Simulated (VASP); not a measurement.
# BN (F-43m) in VASP: further runs

Runs on BN. Level: PBE. Tasks: single point.

Program: VASP 6.6.1. These are calculated values, not measurements. Logs are shortened: lines on timing, memory, paths and dates and some standing lists are left out, and cuts for length are marked.

**Experimental background.**

A printed reference work, monograph reports, for a bulk crystal of BN at 300 K: band gap 6.4 eV (indirect).

The results are compared with them further down.

### Step 1. The cell of the first run

Symmetry: F-43m, No. 216, cubic system. The conventional cell has a = 3.625 Å, b = 3.625 Å, c = 3.625 Å, α = 90.00°, β = 90.00°, γ = 90.00°. Within 2.1 Å of B (site symmetry -43m) lie 4 N at 1.57 Å. Within 2.1 Å of N (site symmetry -43m) lie 4 B at 1.57 Å.

### Step 2. Single point, PBE

File INCAR:

```
  PREC = Accurate
  ENCUT = 600
  EDIFF = 1E-6
  ISMEAR = 0
  SIGMA = 0.1
  LREAL = False
  LASPH = True
  NELM = 120
  ALGO = Normal
  ISIF = 2
  LWAVE = False
  LCHARG = False
  GGA = PE
  NBANDS = 11
  GGA_COMPAT = False
```

File KPOINTS:

```
regular mesh
0
Gamma
  8 8 8
```

File POSCAR:

```
BN
1.0
    0.0000000000      1.8123428894      1.8123428894
    1.8123428894      0.0000000000      1.8123428894
    1.8123428894      1.8123428894      0.0000000000
B N
1 1
Direct
    0.7500000000      0.7500000000      0.7500000000
    0.0000000000      0.0000000000      0.0000000000
```

Potentials or basis: VASP PAW PBE potentials, release 64 (B, N).

On the command line:

```
$ cat potpaw_PBE.64/B/POTCAR potpaw_PBE.64/N/POTCAR > POTCAR
$ mpirun -np 1 vasp_std > vasp.out
```

OUTCAR:

```text
PREC = Accurate
   ENCUT = 600
   EDIFF = 1E-6
   ISMEAR = 0
   LREAL = False
   LASPH = True
   NELM = 120
   ISIF = 2
   GGA = PE

 ion  position               nearest neighbor table
   1  0.750  0.750  0.750-   2 1.57   2 1.57   2 1.57   2 1.57
   2  0.000  0.000  0.000-   1 1.57   1 1.57   1 1.57   1 1.57

  LATTYP: Found a face centered cubic cell.
 ALAT       =     3.6246857788

  Lattice vectors:

 A1 = (   0.0000000000,   1.8123428894,   1.8123428894)
 A2 = (   1.8123428894,   0.0000000000,   1.8123428894)
 A3 = (   1.8123428894,   1.8123428894,   0.0000000000)

Analysis of symmetry for initial positions (statically):
=====================================================================
 Subroutine PRICEL returns:
 Original cell was already a primitive cell.

 Routine SETGRP: Setting up the symmetry group for a
 face centered cubic supercell.

 Subroutine GETGRP returns: Found 24 space group operations
 (whereof 24 operations were pure point group operations)
 out of a pool of 48 trial point group operations.

The static configuration has the point symmetry T_d .

Analysis of symmetry for dynamics (positions and initial velocities):
=====================================================================
 Subroutine PRICEL returns:
 Original cell was already a primitive cell.

 Routine SETGRP: Setting up the symmetry group for a
 face centered cubic supercell.

 Subroutine GETGRP returns: Found 24 space group operations
 (whereof 24 operations were pure point group operations)
 out of a pool of 48 trial point group operations.

The dynamic configuration has the point symmetry T_d .

 Subroutine INISYM returns: Found 24 space group operations
 (whereof 24 operations are pure point group operations),
 and found     1 'primitive' translations

----------------------------------------------------------------------------------------

                                     Primitive cell

  volume of cell :      11.9056

  direct lattice vectors                    reciprocal lattice vectors
     0.000000000  1.812342889  1.812342889    -0.275885983  0.275885983  0.275885983
     1.812342889  0.000000000  1.812342889     0.275885983 -0.275885983  0.275885983
     1.812342889  1.812342889  0.000000000     0.275885983  0.275885983 -0.275885983

  length of vectors
     2.563039894  2.563039894  2.563039894     0.477848540  0.477848540  0.477848540

  position of ions in fractional coordinates (direct lattice)
     0.750000000  0.750000000  0.750000000
     0.000000000  0.000000000  0.000000000

  ion indices of the primitive-cell ions
   primitive index   ion index
                 1           1
                 2           2

----------------------------------------------------------------------------------------

 KPOINTS: regular mesh

Automatic generation of k-mesh.
 Grid dimensions read from file:
 generate k-points for:    8    8    8

 Generating k-lattice:

  Cartesian coordinates                     Fractional coordinates (reciprocal lattice)
    -0.034485748  0.034485748  0.034485748     0.125000000  0.000000000  0.000000000
     0.034485748 -0.034485748  0.034485748     0.000000000  0.125000000  0.000000000
     0.034485748  0.034485748 -0.034485748     0.000000000  0.000000000  0.125000000

  Length of vectors
     0.059731068  0.059731068  0.059731068

  Shift w.r.t. Gamma in fractional coordinates (k-lattice)
     0.000000000  0.000000000  0.000000000

 Subroutine IBZKPT returns following result:
 ===========================================

 Found     29 irreducible k-points:

 Following reciprocal coordinates:
            Coordinates               Weight
  0.000000  0.000000  0.000000      1.000000
  0.125000  0.000000  0.000000      8.000000
  0.250000  0.000000  0.000000      8.000000
  0.375000  0.000000  0.000000      8.000000
  0.500000  0.000000  0.000000      4.000000
  0.125000  0.125000  0.000000      6.000000
[... 16 lines left out ...]
  0.500000  0.250000  0.125000     48.000000
 -0.375000  0.250000  0.125000     24.000000
 [... further k-points ...]
   k-points           NKPTS =     29   k-points in BZ     NKDIM =     29   number of bands    NBANDS=     11
   number of dos      NEDOS =    301   number of ions     NIONS =      2
   total plane-waves  NPLWV =   8000
   dimension x,y,z NGX =    20 NGY =   20 NGZ =   20
   dimension x,y,z NGXF=    40 NGYF=   40 NGZF=   40
   ions per type =               1   1
   NGX,Y,Z   is equivalent  to a cutoff of  12.97, 12.97, 12.97 a.u.
   NGXF,Y,Z  is equivalent  to a cutoff of  25.95, 25.95, 25.95 a.u.
 SYSTEM =  unknown system
   PREC   = accura    normal or accurate (medium, high low for compatibility)
   ISTART =      0    job   : 0-new  1-cont  2-samecut
   ICHARG =      2    charge: 1-file 2-atom 10-const
   ISPIN  =      1    spin polarized calculation?
   LNONCOLLINEAR =      F non collinear calculations
   LSORBIT =      F    spin-orbit coupling
   LASPH  =      T    aspherical Exc in radial PAW
   ENCUT  =  600.0 eV  44.10 Ry    6.64 a.u.   5.12  5.12  5.12*2*pi/ulx,y,z
   NELM   =    120;   NELMIN=  2; NELMDL= -5     # of ELM steps
   EDIFF  = 0.1E-05   stopping-criterion for ELM
   LREAL  =      F    real-space projection
   EDIFFG = 0.1E-04   stopping-criterion for IOM
   NSW    =      0    number of steps for IOM
   IBRION =     -1    ionic relax: 0-MD 1-quasi-New 2-CG
   NFREE  =      0    steps in history (QN), initial steepest desc. (CG)
   ISIF   =      2    stress and relaxation
   ISYM   =      2    0-nonsym 1-usesym 2-fastsym
   POTIM  = 0.5000    time-step for ionic-motion
   TEBEG  =    0.0;   TEEND  =   0.0 temperature during run
   PSTRESS=    0.0 pullay stress
   NELECT =       8.0000    total number of electrons
   NUPDOWN=      -1.0000    fix difference up-down
   EMIN   =  10.00;   EMAX   =-10.00  energy-range for DOS
   EFERMI =   0.00;   METHOD = LEGACY
   ISMEAR =     0;   SIGMA  =   0.10  broadening in eV -4-tet -1-fermi 0-gaus
   EFERMI_NEDOS =   21; number of points for ismear=-14 and -15
   IALGO  =     38    algorithm
   IMIX   =      4    mixing-type and parameters
     AMIX     =   0.40;   BMIX     =  1.00
     AMIX_MAG =   1.60;   BMIX_MAG =  1.00
  volume/ion in A,a.u.               =       5.95        40.17
  Fermi-wavevector in a.u.,A,eV,Ry     =   1.433907  2.709692 27.974811  2.056091
  Thomas-Fermi vector in A             =   2.553374
   LORBIT       =      0    0 simple, 1 ext, 2 COOP (PROOUT), +10 PAW based schemes
   GGA     = PE    functional components
   LHFCALC =     F    Hartree Fock is set to
   AEXX    =    0.0000 exact exchange contribution
   IVDW    =     0    specifies the selected vdW correction
   LEPSILON=     F    determine dielectric tensor
   LRPA    =     F    only Hartree local field effects (RPA)
 non-spin polarized calculation
 Gauss-broadening in eV      SIGMA  =   0.10
  energy-cutoff  :      600.00
  volume of cell :       11.91
 maximum number of plane-waves:       415
   NGX = 11   NGY = 11   NGZ = 11

 number of electron       7.9999999 magnetization

 Free energy of the ion-electron system (eV)
  ---------------------------------------------------
  ext. energy  EPLUGINS =         0.00000000
  ---------------------------------------------------
  free energy    TOTEN  =       -17.45431901 eV

  energy without entropy =      -17.45431901  energy(sigma->0) =      -17.45431901

 E-fermi :   7.7090     XC(G=0): -12.7825

 val. band max:        7.3042397728   @ k =   0.0000   0.0000   0.0000
 cond. band min:      11.7550075528   @ k =   0.5000   0.5000   0.0000
 fundamental gap:      4.4507677800
 Fermi energy:         7.7089556569

 k-point     1 :       0.0000    0.0000    0.0000
  band No.  band energies     occupation
      1     -12.8357      2.00000
      2       7.3042      2.00000
      3       7.3042      2.00000
      4       7.3042      2.00000
      5      16.0856      0.00000
      6      16.0856      0.00000
      7      16.0856      0.00000
      8      17.5239      0.00000
      9      31.9059      0.00000
     10      34.9728      0.00000
     11      34.9728      0.00000

 k-point     2 :       0.1250    0.0000    0.0000
  band No.  band energies     occupation
      1     -12.4592      2.00000
      2       5.4387      2.00000
      3       6.9274      2.00000
      4       6.9274      2.00000
      5      16.4327      0.00000
      6      16.6514      0.00000
      7      16.6514      0.00000
      8      18.7186      0.00000
      9      31.4868      0.00000
     10      31.8762      0.00000
     11      31.8762      0.00000

 k-point     3 :       0.2500    0.0000    0.0000
  band No.  band energies     occupation
      1     -11.3673      2.00000
      2       1.8576      2.00000
      3       6.1856      2.00000
      4       6.1856      2.00000
      5      16.8668      0.00000
      6      17.5942      0.00000
      7      17.5942      0.00000
      8      20.7692      0.00000
      9      30.6523      0.00000
     10      30.8276      0.00000
     11      30.8276      0.00000

 k-point     4 :       0.3750    0.0000    0.0000
  band No.  band energies     occupation
      1      -9.7571      2.00000
      2      -1.5693      2.00000
      3       5.5941      2.00000
      4       5.5941      2.00000
      5      17.2149      0.00000
      6      17.9593      0.00000
      7      17.9593      0.00000
      8      22.0718      0.00000
      9      30.4433      0.00000
     10      32.3357      0.00000
     11      32.3357      0.00000

 k-point     5 :       0.5000    0.0000    0.0000
  band No.  band energies     occupation
      1      -8.6569      2.00000
      2      -3.3128      2.00000
      3       5.3792      2.00000
      4       5.3792      2.00000
      5      17.3452      0.00000
      6      17.9656      0.00000
      7      17.9656      0.00000
      8      22.4790      0.00000
      9      30.6464      0.00000
     10      33.9271      0.00000
     11      34.0899      0.00000
[... 211 lines left out ...]
 k-point    21 :       0.5000    0.5000    0.0000
  band No.  band energies     occupation
      1      -7.3013      2.00000
      2      -1.5593      2.00000
      3       2.4397      2.00000
      4       2.4397      2.00000
      5      11.7550      0.00000
      6      16.4901      0.00000
      7      25.0995      0.00000
      8      25.0995      0.00000
      9      27.9510      0.00000
     10      34.3685      0.00000
     11      40.7981      0.00000

 k-point    22 :       0.3750    0.2500    0.1250
  band No.  band energies     occupation
      1     -10.4372      2.00000
      2       1.6306      2.00000
      3       3.3956      2.00000
      4       5.2971      2.00000
      5      15.8304      0.00000
      6      19.0974      0.00000
      7      19.8206      0.00000
      8      20.5475      0.00000
      9      26.7018      0.00000
     10      32.8789      0.00000
     11      34.4975      0.00000

 k-point    23 :       0.5000    0.2500    0.1250
  band No.  band energies     occupation
      1      -8.9347      2.00000
      2      -0.8684      2.00000
      3       2.5833      2.00000
      4       4.3795      2.00000
      5      16.6530      0.00000
      6      18.6074      0.00000
      7      20.9334      0.00000
      8      21.8579      0.00000
      9      27.3078      0.00000
     10      32.3978      0.00000
     11      34.6631      0.00000

 k-point    24 :      -0.3750    0.2500    0.1250
  band No.  band energies     occupation
      1      -7.9609      2.00000
      2      -2.3243      2.00000
      3       2.5088      2.00000
      4       3.8828      2.00000
      5      16.8617      0.00000
      6      18.4043      0.00000
      7      21.5703      0.00000
      8      22.9728      0.00000
      9      26.6824      0.00000
     10      33.0070      0.00000
     11      34.6553      0.00000

 [... further k-points ...]
[... 5 lines left out ...]
  --------------------------------------------------------------------------------------
  -------------------------------------------------------------------------------------
  Total       -0.0020120     -0.0020120     -0.0020120     -0.0000000      0.0000000     -0.0000000
  in kB       -0.2707574     -0.2707574     -0.2707574     -0.0000000      0.0000000     -0.0000000
  external PRESSURE =      -0.2707574 kB  Pullay stress =       0.0000000 kB

 VOLUME and BASIS-vectors are now :
 -----------------------------------------------------------------------------
  energy-cutoff  :      600.00
  volume of cell :       11.91
      direct lattice vectors                 reciprocal lattice vectors
     0.000000000  1.812342889  1.812342889    -0.275885983  0.275885983  0.275885983
     1.812342889  0.000000000  1.812342889     0.275885983 -0.275885983  0.275885983
     1.812342889  1.812342889  0.000000000     0.275885983  0.275885983 -0.275885983

 POSITION                                       TOTAL-FORCE (eV/Angst)
 -----------------------------------------------------------------------------------
      2.71851      2.71851      2.71851        -0.000000     -0.000000     -0.000000
      0.00000      0.00000      0.00000         0.000000      0.000000      0.000000
 -----------------------------------------------------------------------------------
    total drift:                                0.000000      0.000000      0.000000

  FREE ENERGIE OF THE ION-ELECTRON SYSTEM (eV)
  ---------------------------------------------------
  free  energy   TOTEN  =       -17.4543190058 eV

  energy  without entropy=      -17.4543190058  energy(sigma->0) =      -17.45431901
```

Wall time 6.2 s (1 thread of Intel Xeon Platinum 8375C at 2.90GHz (Ice Lake), shared host); peak memory 0.12 GiB.

Results:

```yaml
Free_energy: -17.4543 eV
Pressure: 0.0 GPa
Band_gap_on_the_k_mesh: 4.45 eV, indirect (least direct gap 8.78 eV)
```

A k mesh can miss the band edges. As with any semilocal functional, this PBE gap is likely too small.

(Part 1 of 3 ends here.)
